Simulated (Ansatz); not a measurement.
From three elastic constants to directional properties of Al3GaN4

The calculation used DFT PBEsol, scalar-relativistic, plane waves, PAW in Ansatz 0.2.0. Settings: 420 eV plane-wave cutoff, Γ-centred 6×6×6 mesh, fixed occupations. No spin polarisation.

Relaxed structure:
```cif
data_structure
_symmetry_space_group_name_H-M 'P 1'
_symmetry_Int_Tables_number 1
_cell_length_a 4.4072
_cell_length_b 4.4072
_cell_length_c 4.4072
_cell_angle_alpha 90.000
_cell_angle_beta 90.000
_cell_angle_gamma 90.000
_cell_volume 85.60
loop_
_atom_site_label
_atom_site_type_symbol
_atom_site_fract_x
_atom_site_fract_y
_atom_site_fract_z
_atom_site_occupancy
Al1 Al 0.50000 0.50000 0.00000 1
Al2 Al 0.50000 0.00000 0.50000 1
Al3 Al 0.00000 0.50000 0.50000 1
Ga1 Ga 0.00000 0.00000 0.00000 1
N1 N 0.74471 0.74471 0.25529 1
N2 N 0.74471 0.25529 0.74471 1
N3 N 0.25529 0.74471 0.74471 1
N4 N 0.25529 0.25529 0.25529 1
```

With ions relaxed, on the cubic axes: C11 = 281.8, C12 = 154.7, C44 = 169.9 GPa. The density is 4.009 g/cm³.

Task: Is the crystal stable against strain, and how anisotropic is it?

Result: Born's conditions hold: C11 + 2C12 = 591.3, C11 − C12 = 127.1 and C44 = 169.9 GPa are all positive. B = (C11 + 2C12)/3 = 197.1 GPa. The two shear moduli are C44 and C′ = (C11 − C12)/2 = 63.6 GPa, so Zener's ratio is A = C44/C′ = 2.67: the tetragonal shear C′ is the soft one, as in many fcc and bcc metals and zincblende crystals. The Cauchy pressure C12 − C44 is -15.2 GPa; it would vanish for pair forces between atoms on inversion centres at zero pressure, and here it is small.

Task: Give the sound speeds along the three symmetry directions.

Result: The Christoffel equation gives ρv² for each branch:
| direction | branch | ρv² | GPa | v (m/s) |
| --- | --- | --- | --- | --- |
| [100] | L | C11 | 281.8 | 8384 |
| [100] | T (×2) | C44 | 169.9 | 6510 |
| [110] | L | (C11 + C12 + 2C44)/2 | 388.2 | 9840 |
| [110] | T, u ∥ [001] | C44 | 169.9 | 6510 |
| [110] | T, u ∥ [1-10] | (C11 − C12)/2 | 63.6 | 3981 |
| [111] | L | (C11 + 2C12 + 4C44)/3 | 423.7 | 10280 |
| [111] | T (×2) | (C11 − C12 + C44)/3 | 99.0 | 4969 |

In a piezoelectric crystal some branches stiffen further, which is left out.

Task: How does Young's modulus depend on direction?

Result: Inverting gives S11 = 5.809, S12 = -2.059, S44 = 5.884 TPa⁻¹. Along a unit vector (l, m, n), 1/E = S11 − 2(S11 − S12 − S44/2)(l²m² + m²n² + n²l²), where the last bracket is 0, 1/4 and 1/3 for [100], [110] and [111]: E = 172, 299 and 396 GPa. With A > 1 the body diagonal is stiffest. For a film on (001), the biaxial modulus is C11 + C12 − 2C12²/C11 = 267 GPa and the normal strain is −2C12/C11 = -1.10 times the in-plane one.

Cost: 2 runs of about 8.2 core-minutes in all, on Intel Xeon Processor @ 2.70GHz (shared hosts).

The strong anisotropy follows from the tetrahedral bond network. A tetragonal strain leaves the bond lengths unchanged to first order and only bends the angles between bonds, which costs little in a polar covalent nitride, so C′ is just 63.6 GPa. The shear measured by C44 also stretches and compresses bonds, and it stays stiffer even though the nitrogen sublattice can shift to relieve part of the strain. The same picture explains why Young's modulus peaks along [111], the bond direction, and why the slowest wave is the [110] shear wave polarised along [1-10], which samples C′ alone.

The small Cauchy pressure is no evidence for central forces: the atoms do not sit on inversion centres, so internal relaxation and angular forces can offset each other. The positive Born combinations establish stability against small homogeneous strains only. They are compatible with metastability, which is likely here since both AlN and GaN favour wurtzite, and they don't test phonons at finite wavevector.
